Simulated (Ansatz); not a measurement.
Wires are cut from relaxed bulk GaP (F-43m, 20.85 Å³/atom, gap on the mesh 1.58 eV); atoms and period are relaxed, and energies count from that bulk. Caps count from half an H2 molecule.

Computed with DFT PBE, scalar-relativistic, plane waves, PAW (Ansatz 0.2.0).

Cutoff 420 eV, Gaussian smearing of 0.05 eV, energies at zero smearing, symmetry of each start kept, no spin polarisation.

```tsv
start	atoms	k mesh	excess energy (eV per host atom)	line energy (eV/Å)	period (Å)	gap on the mesh (eV)	highest filled level or Fermi level under vacuum (eV)
[110] wire, 12 host atoms a period with H caps	22	1×1×9	0.277	0.839	3.958	0.69	4.57
[110] wire, 14 host atoms a period with H caps	26	1×1×9	0.271	0.941	4.026	0.49	-
```

A dash: not computed, or not clear enough to read.

The gap is read on a mesh, which can miss the band edges, so it can be too wide.

Each run keeps its start's symmetry and one magnetic start, so lower states can exist.

Cost: 2 runs of about 26 core-minutes in all, on Intel Xeon Platinum 8259CL (Skylake/Cascade Lake) (shared hosts).